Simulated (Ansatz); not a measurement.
**Ionic part of the dielectric constant of Na2S, mode by mode**

These are results of Ansatz, DFT PBE+D3(BJ), scalar-relativistic, plane waves, PAW, not measurements. Plane waves to 420 eV; Γ-centred k mesh 6×6×6; fixed occupations. No spin polarisation. Phonons by linear response, acoustic sum rule imposed.

Symmetry: Fm-3m, No. 225, cubic system. The conventional cell has a = 6.442 Å, b = 6.442 Å, c = 6.442 Å, α = 90.00°, β = 90.00°, γ = 90.00°. S (site symmetry m-3m) has 8 Na at 2.79 Å as nearest neighbours. Around Na (site symmetry -43m) lie 4 S at 2.79 Å.

The cell is the ideal cubic antifluorite prototype.

The primitive cell has V = 66.85 Å³ and ε∞,xx = 3.473. Each polar mode adds Δε = (4.92064×10⁷/V)·S/ν² along x, with S its oscillator strength in e²/amu, ν in cm⁻¹ and V in Å³.

Task: From these modes, find each Δε and ε0,xx.
```json
{"ν (cm⁻¹)": "220.2", "S_xx (e²/amu)": "0.1913"}
```

Result:
```tsv
ν (cm⁻¹)	Δε
220.2	2.90
```

The sum is 2.902, so ε0,xx = 6.37; the run's tensor has 6.37.

Task: Where do the longitudinal modes lie for a wave vector along x?

Result: At 298 cm⁻¹. The Lyddane–Sachs–Teller product Π(ν_LO/ν_TO)² = 1.84 matches ε0/ε∞ = 1.84.

Cost: 1 run of about 1.3 core-minutes, on Arm Neoverse N1 (shared hosts).